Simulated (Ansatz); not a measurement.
# Hf/SiC/Zr: conductance against the thickness of the layer, part 4 of 7

How fast does the current through Hf/SiC/Zr fall with each added layer? The lower electrode is Hf hcp(0001), the upper one Zr hcp(0001); the barrier is SiC zinc blende(111) (whole bilayers). In the first transport cell, after relaxation, the nearest pair of electrode and barrier is Hf–C at 2.19 Å, along the normal, at the lower face and Zr–Si at 3.07 Å, at a slant, at the upper one. All share a net of side 3.2 Å, which strains the lower electrode by +0.0 %, the upper one by -0.9 % and the barrier by +3.3 %, against typed lattice constants near PBE's. The first steps treat the bulk electrodes alone.

Ansatz 0.2.0; PBE DFT, plane waves, PAW files (the session's first sound run).

So far, transmission at the Fermi level (a spin, zone mean): step 5 (the open system: T(E)) 0.0484. Also channels of the lower lead: step 5 0.708.

## (6) Conductance on a fine mesh, atomic planes in the barrier 4, gap between the electrodes 7.78 Å

Level of this step: PBE DFT, plane waves, PAW files; ballistic transmission by layer matching between semi-infinite leads (Ansatz).

System of this step: Hf/SiC/Zr. The cell holds 26 atoms: 11 Hf, 2 C, 2 Si and 11 Zr. Cell: a = 3.200 Å, b = 3.200 Å, c = 73.225 Å, α = 90.0°, β = 90.0°, γ = 120.0°. Regions: left electrode, 11 atoms (11 Hf); barrier, 4 atoms (2 C and 2 Si); right electrode, 11 atoms (11 Zr). Vacuum lies along c.

The conductance needs T(E) within ten thermal energies of the Fermi level, on steps under 1.5 kT, and a finer mesh (30×30), since the current can rest on few wavevectors.

Contents of input.yaml:

```yaml
crystal:
  lattice:
    - [3.2, 0.0, 0.0]
    - [-1.6, 2.7712812921, 0.0]
    - [0.0, 0.0, 73.2252659942]
  atoms:
    - { symbol: Hf, position: [0.33333333, 0.66666667, 0.0955954192] }
    - { symbol: Hf, position: [0.0, 0.0, 0.1302731982] }
    - { symbol: Hf, position: [0.33333333, 0.66666667, 0.1649509772] }
    - { symbol: Hf, position: [0.0, 0.0, 0.1996287561] }
    - { symbol: Hf, position: [0.33333333, 0.66666667, 0.2343065351] }
    - { symbol: Hf, position: [0.0, 0.0, 0.2689843141] }
    - { symbol: Hf, position: [0.33333333, 0.66666667, 0.303662093] }
    - { symbol: Hf, position: [0.0, 0.0, 0.338339872] }
    - { symbol: Hf, position: [0.33333333, 0.66666667, 0.373017651] }
    - { symbol: Hf, position: [0.0, 0.0, 0.4076954299] }
    - { symbol: Hf, position: [0.33333333, 0.66666667, 0.4429270964] }
    - { symbol: C, position: [0.33333333, 0.66666667, 0.4727906394] }
    - { symbol: Si, position: [0.66666667, 0.33333333, 0.4804269895] }
    - { symbol: C, position: [0.66666667, 0.33333333, 0.506741396] }
    - { symbol: Si, position: [0.0, 0.0, 0.5157120313] }
    - { symbol: Zr, position: [0.33333333, 0.66666667, 0.5491164761] }
    - { symbol: Zr, position: [0.0, 0.0, 0.5837210243] }
    - { symbol: Zr, position: [0.33333333, 0.66666667, 0.6193525306] }
    - { symbol: Zr, position: [0.0, 0.0, 0.6549840368] }
    - { symbol: Zr, position: [0.33333333, 0.66666667, 0.6906155431] }
    - { symbol: Zr, position: [0.0, 0.0, 0.7262470494] }
    - { symbol: Zr, position: [0.33333333, 0.66666667, 0.7618785557] }
    - { symbol: Zr, position: [0.0, 0.0, 0.7975100619] }
    - { symbol: Zr, position: [0.33333333, 0.66666667, 0.8331415682] }
    - { symbol: Zr, position: [0.0, 0.0, 0.8687730745] }
    - { symbol: Zr, position: [0.33333333, 0.66666667, 0.9044045808] }
kpoints:
  mp_grid: { grid: [12, 12, 1] }
scf:
  occupations: { method: fermi_dirac, width: 0.1 }
  max_iter: 150
hamiltonian:
  xc: pbe
output:
  transmission:
    kmesh: [30, 30]
    e_range: [-0.26, 0.27]
    de: 0.0375
    leads: [[4, 6], [20, 22]]
```

Run with:

```sh
$ ansatz run input.yaml --threads 4 --pin off --max-ram 12288MiB --backend cpu --events-out ev --progress --plain --runs-dir out
```

Numbers of over 12 decimals in the logs are rounded to 6 here.

Output:

```text
[...]
Crystal: 26 atoms, lattice volume = 649.369 Å³
Basis set: ecut = 420 eV, 12869 PW (Γ)
Bands: 261, of which v1, the nominal top of the filled ones, is band 217 counted from 1 (216 counted from 0)
Symmetry: 6 space group operations
[...]
k-points: 19 of 144 (time reversal used)
[...]
SCF iter   1: F=—  HF=-220729.293482 eV  |F-HF|=—  |Δ(HF+E_count)|=         —  Δρ=1.27e-2  dr2=5.96e2  ethr=1.77e-3  ⟨swp⟩=6.3  Hψ=17094  notcnv=0  defer=8
[...]
SCF iter  10: F=-220728.491495 eV  HF=-220728.491495 eV  |F-HF|=2.17e-8  |Δ(HF+E_count)|=   4.70e-8  Δρ=9.52e-7  dr2=2.76e-8  ethr=2.30e-11  ⟨swp⟩=3.5  Hψ=11631  notcnv=0
SCF 1 converged in 10 iterations: F = -220728.491495 eV  dr2 = 2.76e-8
[...]
transmission: 547 of 5369 steps passed
transmission: 1078 of 5369 steps passed
[...]
transmission: 5369 of 5369 steps passed
SCF converged after 10 iterations
Free energy (F): -220728.491495 eV
[...]
Internal energy: -220727.636555 eV  (E = F + TS)
E sigma→0 (E₀):  -220728.064025 eV
Entropy (-TS):   -0.854940 eV (-32.882 meV/atom)
Fermi energy:    13.072131 eV
[...]
--- Band table (eV; the first three rows and the last of 19) ---
  k-point 0: bands = [... 213 lower, 13.8751, 13.8751, 13.8880, 13.8880, 13.9177, 13.9202, 13.9202, 13.9544, ... 40 higher]
  k-point 1: bands = [... 213 lower, 13.6575, 13.6596, 13.7161, 13.7454, 13.7710, 13.7948, 13.8206, 13.8309, ... 40 higher]
  k-point 2: bands = [... 213 lower, 13.1684, 13.2022, 13.2691, 13.2943, 13.3751, 13.3841, 13.4319, 13.5217, ... 40 higher]
  k-point 18: bands = [... 213 lower, 12.2119, 12.3576, 12.7594, 12.8978, 12.9404, 12.9499, 13.0510, 13.0740, ... 40 higher]
--- Transmission ---
  basis      : 85 plane waves across, 59 finite elements along
  points     : 91, standing for a mesh of 30 x 30
  filling    : by the input's occupations and mesh, since the crystals that have channels conduct as metals do. If one of these is a semiconductor, that mesh has misplaced its level
[...]
filled         : 23.8 meV under the level at which it is neutral
    channels       : 6.733333e-1 a spin
    conductance    : 5.8235e14 S/m² at 300 K; may be off by some 0.0 % by where its bands' edges are placed, 7.5 % from the k-mesh, 1.7 % from the distance to neutral
    slowest decay  : 0.0561 /Å at (0.2000, 0.0000)
[...]
filled         : 41.0 meV under the level at which it is neutral
    channels       : 6.688889e-1 a spin
[...]
slowest decay  : 0.0316 /Å at (0.2000, 0.2000)
  junction   : crystal 0 to crystal 1, 19.12 to 49.96 Å
    transmission   : 1.223730e-1 a spin
    conductance    : 1.0246e14 S/m² at 300 K (1.1427e14 on every other point, 1.0305e14 on every other energy)
    error estimate : 0.6 % from the energy spacing and 1.6 % from band edges of the leads and from resonances (wavevectors taken as independent; lower de), 10.7 % from the k-mesh, 63.5 % from the steps of its leads' Hamiltonians or their offsets (lay more layers), 2.2 % from the distance to neutral
    resistance     : 8.0661e-3 Ω µm² beyond half of each lead's own
```

Elapsed: 8.2 min, on 4 threads of Arm Neoverse V1, shared host; peak memory 4.6 GiB; 26 min of CPU time.

This step gave:

| Quantity | Value |
| --- | --- |
| free energy | -220728.4915 eV |
| Fermi energy | 13.07 eV |
| transmission at the Fermi level (a spin, zone mean) | 0.1224 |
| channels of the lower lead | 0.6733 |
| channels of the upper lead | 0.6689 |
| potential step in the lower lead | 87.1 meV |
| ballistic conductance of the lower lead | 5.82e14 S/m² |
| potential step in the upper lead | 26.2 meV |
| ballistic conductance of the upper lead | 5.99e14 S/m² |
| junction conductance | 1.02e14 S/m² |
| error estimates by source, in the log's order | 0.6, 1.6, 10.7, 63.5, 2.2 % |
| resistance-area product beyond the leads | 0.008066 Ω um² |

One spin. Transmission, zone mean against energy, zero at the Fermi level:

```
energy (eV)  transmission, zone mean
     -0.260                    0.116
     -0.223                    0.107
     -0.185                    0.104
     -0.147                    0.107
     -0.110                    0.110
     -0.072                    0.110
     -0.035                    0.113
      0.003                    0.122
      0.040                    0.121
      0.077                    0.111
      0.115                    0.126
      0.152                    0.125
      0.190                    0.123
      0.228                    0.125
      0.265                    0.130
```

One spin. Open channels, zone mean against energy, zero at the Fermi level:

```
energy (eV)  lower lead  upper lead
     -0.260       0.513        0.49
     -0.223       0.533        0.49
     -0.185       0.618       0.543
     -0.147       0.618        0.51
     -0.110       0.644        0.55
     -0.072       0.624       0.573
     -0.035        0.64       0.629
      0.003       0.673       0.669
      0.040        0.68        0.78
      0.077       0.707        0.86
      0.115        0.72        0.98
      0.152       0.792        1.06
      0.190       0.873        1.24
      0.228       0.967        1.37
      0.265        1.04        1.33
```

Transmission over k1 and k2. At 0.0025 eV from the Fermi level.

Ten even steps from '_' (0.000) to '@' (0.901), each cell a mean:
```
______________##--##____________________..::......::::______
________________________________________::::........::::..__
________________________________________..::............::..
__________________________________________::......__......::
==**______________________________________##--..............
==**______________________________________..==++::..........
..**__________________::--::..________________**....::::::::
____________________--%%########::__________________________
__________________..++@@@@@@@@@@%%++::______________________
____________________==@@@@@@%%%%@@@@##::____________________
____________________::@@@@@@%%##%%@@@@%%..__________________
______________________--%%@@@@%%%%@@@@@@==__________________
________________________--##@@@@@@@@@@@@++..________________
__________________________..==@@%%%%%%@@--..________________
__::::::::____--______________..::====::..________________--
==::::::::::::##--________________________________________##
==..............==%%______________________________________%%
..::......__......::________________________________________
__::::....__......::..______________________________________
____..::..........::::______________________________________
______..::::......::::____________________==::==____________
____________::====::______________________==++**::__________
```
Columns: k1 (b1) from -0.5 to 0.467; rows upwards: k2 (b2) from -0.5 to 0.467.

G = 1.0e14 S/m² (1/G = 0.00976 Ω µm²). The largest error estimate is 64 %, from the leads' potential steps. In the worse lead the potential repeats within 87 meV, which the program flags as too much for a lead, so G carries that doubt. By hand, Landauer's formula with T at one energy: G = (e²/h) ΣT / A = 3.874e-5 S × 0.245 / 8.868 Å² = 1.1e14 S/m², with T summed over both spins. The printed value averages T over the Fermi window and is 0.96 times this.

## (7) Conductance on a fine mesh, 28 atoms

System of this step: Hf/SiC/Zr. The cell holds 28 atoms: 11 Hf, 3 C, 3 Si and 11 Zr. Its edges and angles: a = 3.200 Å, b = 3.200 Å, c = 75.730 Å, α = 90.0°, β = 90.0°, γ = 120.0°. Regions: left electrode, 11 atoms (11 Hf); barrier, 6 atoms (3 C and 3 Si); right electrode, 11 atoms (11 Zr). Vacuum lies along c.

Barrier layers are added or taken out in the middle, and the relaxed faces stay.

Contents of input.yaml:

```yaml
crystal:
  lattice:
    - [3.2, 0.0, 0.0]
    - [-1.6, 2.7712812921, 0.0]
    - [0.0, 0.0, 75.7304625315]
  atoms:
    - { symbol: Hf, position: [0.33333333, 0.66666667, 0.0924330813] }
    - { symbol: Hf, position: [0.0, 0.0, 0.1259637043] }
    - { symbol: Hf, position: [0.33333333, 0.66666667, 0.1594943273] }
    - { symbol: Hf, position: [0.0, 0.0, 0.1930249503] }
    - { symbol: Hf, position: [0.33333333, 0.66666667, 0.2265555733] }
    - { symbol: Hf, position: [0.0, 0.0, 0.2600861963] }
    - { symbol: Hf, position: [0.33333333, 0.66666667, 0.2936168193] }
    - { symbol: Hf, position: [0.0, 0.0, 0.3271474423] }
    - { symbol: Hf, position: [0.33333333, 0.66666667, 0.3606780653] }
    - { symbol: Hf, position: [0.0, 0.0, 0.3942086883] }
    - { symbol: Hf, position: [0.33333333, 0.66666667, 0.428274876] }
    - { symbol: C, position: [0.33333333, 0.66666667, 0.45715052] }
    - { symbol: Si, position: [0.66666667, 0.33333333, 0.4645342563] }
    - { symbol: C, position: [0.66666667, 0.33333333, 0.4899781709] }
    - { symbol: Si, position: [0.0, 0.0, 0.4978023074] }
    - { symbol: C, position: [0.0, 0.0, 0.5230586045] }
    - { symbol: Si, position: [0.33333333, 0.66666667, 0.5317324873] }
    - { symbol: Zr, position: [0.66666667, 0.33333333, 0.5640318986] }
    - { symbol: Zr, position: [0.33333333, 0.66666667, 0.5974917133] }
    - { symbol: Zr, position: [0.66666667, 0.33333333, 0.6319445139] }
    - { symbol: Zr, position: [0.33333333, 0.66666667, 0.6663973145] }
    - { symbol: Zr, position: [0.66666667, 0.33333333, 0.7008501151] }
    - { symbol: Zr, position: [0.33333333, 0.66666667, 0.7353029157] }
    - { symbol: Zr, position: [0.66666667, 0.33333333, 0.7697557163] }
    - { symbol: Zr, position: [0.33333333, 0.66666667, 0.8042085169] }
    - { symbol: Zr, position: [0.66666667, 0.33333333, 0.8386613175] }
    - { symbol: Zr, position: [0.33333333, 0.66666667, 0.8731141181] }
    - { symbol: Zr, position: [0.66666667, 0.33333333, 0.9075669187] }
kpoints:
  mp_grid: { grid: [12, 12, 1] }
scf:
  occupations: { method: fermi_dirac, width: 0.1 }
  max_iter: 150
hamiltonian:
  xc: pbe
output:
  transmission:
    kmesh: [30, 30]
    e_range: [-0.26, 0.27]
    de: 0.0375
    leads: [[4, 6], [22, 24]]
```

Output:

```text
[...]
Crystal: 28 atoms, lattice volume = 671.585 Å³
Basis set: ecut = 420 eV, 13297 PW (Γ)
Bands: 266, of which v1, the nominal top of the filled ones, is band 221 counted from 1 (220 counted from 0)
Symmetry: 6 space group operations
[...]
k-points: 19 of 144 (time reversal used)
[...]
SCF iter   1: F=—  HF=-221616.258648 eV  |F-HF|=—  |Δ(HF+E_count)|=         —  Δρ=1.22e-2  dr2=5.88e2  ethr=1.77e-3  ⟨swp⟩=6.5  Hψ=18190  notcnv=0  defer=5
[...]
SCF iter  10: F=-221615.497458 eV  HF=-221615.497458 eV  |F-HF|=2.83e-8  |Δ(HF+E_count)|=   4.83e-8  Δρ=9.63e-7  dr2=2.91e-8  ethr=2.26e-11  ⟨swp⟩=3.8  Hψ=11777  notcnv=0
SCF 1 converged in 10 iterations: F = -221615.497458 eV  dr2 = 2.91e-8
[...]
transmission: 574 of 5642 steps passed
transmission: 1132 of 5642 steps passed
[...]
transmission: 5642 of 5642 steps passed
SCF converged after 10 iterations
Free energy (F): -221615.497458 eV
[...]
Internal energy: -221614.647887 eV  (E = F + TS)
E sigma→0 (E₀):  -221615.072672 eV
Entropy (-TS):   -0.849571 eV (-30.342 meV/atom)
Fermi energy:    12.956163 eV
[...]
--- Band table (eV; the first three rows and the last of 19) ---
  k-point 0: bands = [... 217 lower, 13.7587, 13.7587, 13.7722, 13.7722, 13.8016, 13.8034, 13.8034, 13.8387, ... 41 higher]
  k-point 1: bands = [... 217 lower, 13.5402, 13.5423, 13.5968, 13.6291, 13.6550, 13.6787, 13.7005, 13.7120, ... 41 higher]
  k-point 2: bands = [... 217 lower, 13.0530, 13.0765, 13.1517, 13.1680, 13.2558, 13.2662, 13.3148, 13.3944, ... 41 higher]
  k-point 18: bands = [... 217 lower, 12.0996, 12.2416, 12.6550, 12.7793, 12.8254, 12.8297, 12.9305, 12.9742, ... 41 higher]
--- Transmission ---
  basis      : 85 plane waves across, 62 finite elements along
  points     : 91, standing for a mesh of 30 x 30
[...]
filled         : 23.8 meV under the level at which it is neutral
    channels       : 6.733333e-1 a spin
[...]
slowest decay  : 0.0561 /Å at (0.2000, 0.0000)
[...]
filled         : 40.9 meV under the level at which it is neutral
    channels       : 6.688889e-1 a spin
[...]
slowest decay  : 0.0315 /Å at (0.2000, 0.2000)
  junction   : crystal 0 to crystal 1, 19.12 to 52.47 Å
    transmission   : 5.669788e-2 a spin
[...]
resistance     : 1.9094e-2 Ω µm² beyond half of each lead's own
```

It took 9.5 min on 4 threads; peak memory 4.9 GiB.

This step gave:

| Item | Value |
| --- | --- |
| free energy | -221615.4975 eV |
| Fermi energy | 12.96 eV |
| transmission at the Fermi level (a spin, zone mean) | 0.05670 |
| potential step in the lower lead | 87.2 meV |
| potential step in the upper lead | 27.9 meV |
| junction conductance | 4.81e13 S/m² |
| error estimates by source, in the log's order | 1.8, 4.7, 12.3, 67.5, 3.5 % |
| resistance-area product beyond the leads | 0.01909 Ω um² |

One spin. The transmission, zone mean by energy, zero at the Fermi level:

```
energy (eV)  transmission, zone mean
     -0.260                   0.0676
     -0.223                   0.0630
     -0.185                   0.0647
     -0.147                   0.0633
     -0.110                   0.0600
     -0.072                   0.0568
     -0.035                   0.0559
      0.003                   0.0567
      0.040                   0.0544
      0.077                   0.0486
      0.115                   0.0522
      0.152                   0.0554
      0.190                   0.0564
      0.228                   0.0536
      0.265                   0.0566
```

One spin. Open channels, zone mean against energy, zero at the Fermi level:

(Unchanged from step 6.)

Transmission over k1 and k2. At 0.0025 eV from the Fermi level.

Ten even steps from '_' (0.000) to '@' (0.671), each cell a mean:
```
______________--..--________________________________________
__________________________________________..________________
__________________________________________..____....________
________________________________________________..__..______
__--______________________________________--________________
__::________________________________________....____________
__--____________________..____________________--______..____
____________________..--==++==--____________________________
____________________..**%%@@@@%%**::________________________
____________________..**@@@@@@@@@@%%--______________________
______________________++%%@@@@%%@@@@##--____________________
______________________..++%%@@@@@@@@@@**..__________________
________________________..==##@@@@@@%%**..__________________
____________________________::++**##**==..__________________
______________..__________________......__________________..
______________::..________________________________________--
__________________--______________________________________--
________..__..______________________________________________
____________..____..________________________________________
______..____..____..________________________________________
__________________________________________::__::____________
__________________________________________..__..____________
```
Columns: k1 (b1) from -0.5 to 0.467; rows upwards: k2 (b2) from -0.5 to 0.467.

G = 4.8e13 S/m² (1/G = 0.0208 Ω µm²), 0.47 times the step before of this kind. The largest error estimate is 68 %, from the leads' potential steps. In the worse lead the potential repeats within 87 meV, which the program flags as too much for a lead, so G carries that doubt.

[end of part 4 of 7]

[Logs are printed without paths, hosts, clocks, repeated set-up lines and the standing remarks that a program may print on its own settings, such as how far it seeks lower states.]

[Hosts, paths, dates, database ids (printed as entryN), source tags and the programs' standing remarks are cut or masked in the printed files.]
